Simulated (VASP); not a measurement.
# Fe (Im-3m) in VASP: notebook, part 2 of 2

VASP 6.6.1.

## Step 3: Relaxation of cell and atoms, PBE, collinear spin, ferromagnetic start

This run uses another cell than the first one, of 11.35 Å³/atom, 0.944 times its volume.

The input, INCAR:

```
PREC = Accurate
ENCUT = 520
EDIFF = 1E-7
ISMEAR = 1
SIGMA = 0.2
LREAL = F
LASPH = T
NELM = 120
ALGO = Fast
ISIF = 3
LWAVE = F
LCHARG = F
ISPIN = 2
MAGMOM = 2.5
LORBIT = 11
LMAXMIX = 4
GGA = PE
IBRION = 2
NSW = 80
EDIFFG = -0.002
```

The input, KPOINTS:

```
regular mesh
0
Gamma
  20 20 20
```

The input, POSCAR:

```
Fe                                      
1.0
   -1.4157890970      1.4157890970      1.4157890970
    1.4157890970     -1.4157890970      1.4157890970
    1.4157890970      1.4157890970     -1.4157890970
  Fe            
     1
Direct
     0.0000000000000000    1.0000000000000000    1.0000000000000000
```

Potentials or basis: VASP PAW PBE potentials, release 64 (Fe).

Launch:

```console
cat potpaw_PBE.64/Fe/POTCAR > POTCAR
mpirun -np 1 vasp_std > vasp.out
```

OUTCAR:

```text
PREC = Accurate
   ENCUT = 520
   EDIFF = 1E-7
   ISMEAR = 1
   LREAL = F
   LASPH = T
   NELM = 120
   ISIF = 3
   ISPIN = 2
   LORBIT = 11
   GGA = PE
   IBRION = 2
   NSW = 80
   EDIFFG = -0.002

 ion  position               nearest neighbor table
   1  0.000  0.000  0.000-

  LATTYP: Found a body centered cubic cell.
 ALAT       =     2.8315781940

  Lattice vectors:

 A1 = (  -1.4157890970,   1.4157890970,   1.4157890970)
 A2 = (   1.4157890970,  -1.4157890970,   1.4157890970)
 A3 = (   1.4157890970,   1.4157890970,  -1.4157890970)

Analysis of symmetry for initial positions (statically):
=====================================================================
 Subroutine PRICEL returns:
 Original cell was already a primitive cell.

 Routine SETGRP: Setting up the symmetry group for a
 body centered cubic supercell.

 Subroutine GETGRP returns: Found 48 space group operations
 (whereof 48 operations were pure point group operations)
 out of a pool of 48 trial point group operations.

The static configuration has the point symmetry O_h .

Analysis of symmetry for dynamics (positions and initial velocities):
=====================================================================
 Subroutine PRICEL returns:
 Original cell was already a primitive cell.

 Routine SETGRP: Setting up the symmetry group for a
 body centered cubic supercell.

 Subroutine GETGRP returns: Found 48 space group operations
 (whereof 48 operations were pure point group operations)
 out of a pool of 48 trial point group operations.

The dynamic configuration has the point symmetry O_h .

Analysis of structural, dynamic, and magnetic symmetry:
=====================================================================
 Subroutine PRICEL returns:
 Original cell was already a primitive cell.

 Routine SETGRP: Setting up the symmetry group for a
 body centered cubic supercell.

 Subroutine GETGRP returns: Found 48 space group operations
 (whereof 48 operations were pure point group operations)
 out of a pool of 48 trial point group operations.

[... 155 lines left out ...]

 spin component 1

 k-point     1 :       0.0000    0.0000    0.0000
  band No.  band energies     occupation
      1      -2.6059      1.00000
      2       3.5240      1.00000
      3       3.5240      1.00000
      4       3.5240      1.00000
      5       4.7357      1.00000
      6       4.7357      1.00000
      7      30.8618      0.00000
      8      30.8618      0.00000
      9      30.8618      0.00000
[... 265 lines left out ...]
 k-point    24 :       0.2500    0.1000   -0.0000
  band No.  band energies     occupation
      1       0.5514      1.00000
      2       2.8072      1.00000
      3       3.2639      1.00000
      4       4.5680      1.00000
      5       4.9349      1.00000
      6       5.5415      1.03145
      7      19.5271      0.00000
      8      24.0107      0.00000
      9      27.4959      0.00000

 [... further k-points ...]

 spin component 2

 k-point     1 :       0.0000    0.0000    0.0000
  band No.  band energies     occupation
      1      -2.4378      1.00000
      2       5.4364      1.00984
      3       5.4365      1.00986
      4       5.4366      1.00986
      5       7.4928     -0.00000
      6       7.4929     -0.00000
      7      30.6104      0.00000
      8      30.6104      0.00000
      9      30.6104      0.00000
[... 265 lines left out ...]
 k-point    24 :       0.2500    0.1000   -0.0000
  band No.  band energies     occupation
      1       0.9868      1.00000
      2       4.5730      1.00000
      3       4.8776      1.00000
      4       7.0859     -0.00000
      5       7.4999     -0.00000
      6       7.7499     -0.00000
      7      20.2786      0.00000
      8      24.4113      0.00000
      9      28.0616      0.00000

 [... further k-points ...]

------------------------ aborting loop because EDIFF is reached ----------------------------------------

  FORCE on cell =-STRESS in cart. coord.  units (eV):
  Direction    XX          YY          ZZ          XY          YZ          ZX
  --------------------------------------------------------------------------------------
  -------------------------------------------------------------------------------------
  Total        0.0005863      0.0005863      0.0005863     -0.0000000     -0.0000000     -0.0000000
  in kB        0.0827469      0.0827469      0.0827469     -0.0000000     -0.0000000     -0.0000000
  external PRESSURE =       0.0827469 kB  Pullay stress =       0.0000000 kB

 VOLUME and BASIS-vectors are now :
 -----------------------------------------------------------------------------
  energy-cutoff  :      520.00
  volume of cell :       11.35
      direct lattice vectors                 reciprocal lattice vectors
    -1.415789097  1.415789097  1.415789097     0.000000000  0.353159945  0.353159945
     1.415789097 -1.415789097  1.415789097     0.353159945  0.000000000  0.353159945
     1.415789097  1.415789097 -1.415789097     0.353159945  0.353159945  0.000000000

 POSITION                                       TOTAL-FORCE (eV/Angst)
 -----------------------------------------------------------------------------------
      0.00000      0.00000      0.00000         0.000000      0.000000      0.000000
 -----------------------------------------------------------------------------------
    total drift:                                0.000000      0.000000      0.000000

  FREE ENERGIE OF THE ION-ELECTRON SYSTEM (eV)
  ---------------------------------------------------
  free  energy   TOTEN  =        -8.2430067446 eV

  energy  without entropy=       -8.2422685473  energy(sigma->0) =       -8.24276068

 reached required accuracy - stopping structural energy minimisation

 total charge

# of ion       s       p       d       tot
------------------------------------------
    1        0.488   0.542   6.240   7.269

 magnetization (x)

# of ion       s       p       d       tot
------------------------------------------
    1       -0.013  -0.056   2.260   2.191
```

OSZICAR:

```text
N       E                     dE             d eps       ncg     rms          rms(c)
DAV:   1     0.158389372579E+02    0.15839E+02   -0.41995E+03  9616   0.109E+03
DAV:   2    -0.892915333534E+01   -0.24768E+02   -0.23098E+02  9273   0.128E+02
DAV:   3    -0.924491257533E+01   -0.31576E+00   -0.31493E+00 10294   0.201E+01
DAV:   4    -0.924647452820E+01   -0.15620E-02   -0.15617E-02 10131   0.131E+00
DAV:   5    -0.924648911931E+01   -0.14591E-04   -0.14592E-04  9873   0.113E-01    0.114E+01
RMM:   6    -0.830341938245E+01    0.94307E+00   -0.40658E+00  9216   0.340E+01    0.600E+00
RMM:   7    -0.825756412138E+01    0.45855E-01   -0.29246E-01  9216   0.103E+01    0.374E+00
RMM:   8    -0.824949663995E+01    0.80675E-02   -0.27596E-02  9216   0.148E+00    0.141E+00
RMM:   9    -0.824306467794E+01    0.64320E-02   -0.41436E-03  9216   0.796E-01    0.316E-01
RMM:  10    -0.824293369101E+01    0.13099E-03   -0.40149E-04  9219   0.288E-01    0.882E-02
RMM:  11    -0.824301032121E+01   -0.76630E-04   -0.12459E-04  9216   0.173E-01    0.761E-02
RMM:  12    -0.824300573193E+01    0.45893E-05   -0.24185E-05  9228   0.744E-02    0.186E-02
RMM:  13    -0.824300517953E+01    0.55240E-06   -0.74651E-06  9300   0.349E-02    0.203E-02
RMM:  14    -0.824300662364E+01   -0.14441E-05   -0.28502E-06  9351   0.264E-02    0.237E-03
RMM:  15    -0.824300675611E+01   -0.13248E-06   -0.43077E-07  8101   0.701E-03    0.176E-03
RMM:  16    -0.824300674459E+01    0.11519E-07   -0.57345E-08  5693   0.296E-03
   1 F= -.82430067E+01 E0= -.82427607E+01  d E =-.824301E+01  mag=     2.1940
```

Wall time 22 s (1 thread of Intel Xeon 6975P-C (Granite Rapids), shared host); peak memory 0.16 GiB.

What came out:

| Property | Result |
| --- | --- |
| Free energy | -8.2430 eV |
| Pressure after relaxing | 0.0 GPa |
| Band gap on the k mesh | none (metal or under the smearing width) |
| Net moment | 2.19 μB per cell |
| Site moments | Fe +2.19 μB |
| Valence electrons inside the program's atomic spheres | Fe 7.27 |

Final structure:
```yaml
crystal:
  lattice:
    - [-1.41579, 1.41579, 1.41579]
    - [1.41579, -1.41579, 1.41579]
    - [1.41579, 1.41579, -1.41579]
  atoms:
    - { symbol: Fe, position: [0.00000, 0.00000, 0.00000] }
```

Caveat: the relaxation stopped at its first step, so nothing moved.

## Step 4: Vibrations by finite differences, PBE, collinear spin, ferromagnetic start

This run uses another cell than the first one, of 11.35 Å³/atom, 0.944 times its volume.

The input, INCAR:

```
SYSTEM = Fe
PREC = Accurate
ENCUT = 520
EDIFF = 1E-8
ISMEAR = 1
SIGMA = 0.2
LREAL = .False.
LASPH = .True.
NELM = 120
ALGO = Fast
ISIF = 3
LWAVE = .False.
LCHARG = .False.
ISPIN = 2
MAGMOM = 2.5
LORBIT = 11
LMAXMIX = 4
GGA = PE
IBRION = 6
NFREE = 2
POTIM = 0.015
NSW = 1
```

The input, KPOINTS:

```
Automatic mesh
0
Gamma
  20 20 20
  0 0 0
```

Changes to POSCAR since step 3:

```diff
@@ -8,2 +8,2 @@
 Direct
-     0.0000000000000000    1.0000000000000000    1.0000000000000000
+     0.0000000000000000    0.0000000000000000    0.0000000000000000
```

Launch:

```console
cat potpaw_PBE.64/Fe/POTCAR > POTCAR
mpirun -np 1 vasp_std > vasp.out
```

Wall time 17 min (1 thread of Intel Xeon 6975P-C (Granite Rapids), shared host); peak memory 0.85 GiB.

It converged, with:

```
Net moment                                            : 2.19 μB per cell
Site moments                                          : Fe +2.19 μB
Valence electrons inside the program's atomic spheres : Fe 7.27
Elastic constants C11, C12, C44                       : 271, 141, 98 GPa
Voigt bulk modulus                                    : 184 GPa
```

Elastic tensor in Voigt notation (GPa, in the Cartesian axes of the cell as first typed):
```
271 141 141   0   0   0
141 271 141   0   0   0
141 141 271   0   0   0
  0   0   0  98   0   0
  0   0   0   0  98   0
  0   0   0   0   0  98
```

Clamped-ion elastic tensor (GPa):
```
271 141 141   0   0   0
141 271 141   0   0   0
141 141 271   0   0   0
  0   0   0  98   0   0
  0   0   0   0  98   0
  0   0   0   0   0  98
```

Caveat: elastic constants of metals need much finer meshes, so these are rough.
